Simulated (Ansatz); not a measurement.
Wurtzite NaI (no longer in that coordination) at its r2SCAN geometry, run in Ansatz 0.2.0 at 2 levels of theory. The calculation is non-magnetic, and the structure need not be a phase that has been made.

The LDA input:
```yaml
crystal:
  lattice:
    - [5.4165073042, 0.0, 0.0]
    - [-2.7082536521, 4.6908329252, 0.0]
    - [0.0, 0.0, 6.4591135502]
  atoms:
    - { symbol: Na, position: [0.3333333333, 0.6666666667, -0.0625523195] }
    - { symbol: Na, position: [0.6666666667, 0.3333333333, 0.4374476805] }
    - { symbol: I, position: [0.3333333333, 0.6666666667, 0.4375523195] }
    - { symbol: I, position: [0.6666666667, 0.3333333333, 0.9375523195] }
kpoints:
  mp_grid: { grid: [6, 6, 4] }
  band_path:
    path:
      - [0.0, 0.0, 0.0]
      - [0.5, 0.0, 0.0]
      - [0.3333333333, 0.3333333333, 0.0]
      - [0.0, 0.0, 0.5]
      - [0.5, 0.0, 0.5]
      - [0.3333333333, 0.3333333333, 0.5]
    npoints: 1
hamiltonian:
  xc: lda
scf:
  occupations: { method: fixed }
  n_extra_bands: 5
output:
  forces: true
  stress: true
  eigenvalues: true
```

Main results, then, where recorded, the levels near the gap in eV from the Fermi energy (columns number the bands from 0), one row a point of the path (Γ, M, K, A, L, H):
```
Crystal: 4 atoms, lattice volume = 164.113 Å³
Symmetry: 12 space group operations
Space group: P63mc (ITA 186)
```
```
Basis set: ecut = 420 eV, 3123 PW (Γ)
k-points: 21 of 144 (time reversal used)
SCF converged after 6 iterations
Free energy (F): -17649.696969 eV
Fermi energy:    1.251881 eV
--- Stress (GPa, compression-positive) ---
       -1.049248       0.000000       0.000000
        0.000000      -1.049248       0.000000
        0.000000       0.000000      -1.298414
  P = ⅓ Tr σ = -1.1323 GPa (-11.323 kbar)
```
```tsv
band_22	band_23	band_24	band_25	band_26	band_27	band_28
-0.929	-0.367	-0.367	0.000	3.245	4.491	6.638
-1.192	-1.002	-0.648	-0.296	4.814	5.208	6.337
-1.139	-0.923	-0.923	-0.435	5.694	5.793	5.858
-0.659	-0.659	-0.659	-0.659	4.838	4.838	6.519
-0.793	-0.793	-0.295	-0.295	5.118	5.118	6.893
-1.067	-1.067	-0.133	-0.133	6.054	6.054	6.172
```

The LDA gap is direct at Γ: 3.25 eV.

Q: Another run on the same cell gave
```
Basis set: ecut = 420 eV, 3123 PW (Γ)
k-points: 21 of 144 (time reversal used)
SCF converged after 9 iterations
Free energy (F): -18009.769502 eV
Fermi energy:    1.738201 eV
--- Stress (GPa, compression-positive) ---
        0.390594       0.000000       0.000000
        0.000000       0.390594       0.000000
        0.000000       0.000000       0.436627
  P = ⅓ Tr σ = 0.4059 GPa (4.059 kbar)
```
```tsv
band_44	band_45	band_46	band_47	band_48	band_49	band_50	band_51	band_52	band_53	band_54	band_55	band_56	band_57
-1.200	-1.200	-0.868	-0.868	-0.284	-0.284	0.000	0.000	3.337	3.337	4.492	4.492	6.602	6.602
-1.141	-1.141	-0.998	-0.998	-0.912	-0.912	-0.344	-0.344	4.813	4.813	5.223	5.223	6.299	6.299
-1.107	-1.107	-1.083	-1.083	-0.926	-0.926	-0.512	-0.512	5.663	5.663	5.748	5.748	5.810	5.810
-0.866	-0.866	-0.866	-0.866	-0.588	-0.588	-0.588	-0.588	4.877	4.877	4.877	4.877	6.463	6.463
-1.062	-1.062	-1.062	-1.062	-0.374	-0.374	-0.374	-0.374	5.136	5.136	5.136	5.136	6.847	6.847
-1.459	-1.459	-1.012	-1.012	-0.452	-0.452	-0.147	-0.147	6.050	6.050	6.058	6.058	6.108	6.108
```
Which level of theory and mesh gave it?

A: It is PBE+SOC, on 6×6×4; the blocks that differ from the first input, but for the band path:
```yaml
hamiltonian:
  xc: pbe
scf:
  occupations: { method: fixed }
  n_extra_bands: 10
magnetization:
  noncollinear: true
  spin_orbit: true
```
With PBE+SOC the gap is 3.34 eV and direct, at Γ. At this geometry PBE+SOC finds +0.41 GPa, compression counted positive: its own equilibrium volume is larger.

Totals of different functionals, or with and without spin-orbit coupling, can't be compared.

Only the levels marked +SOC include spin-orbit coupling.
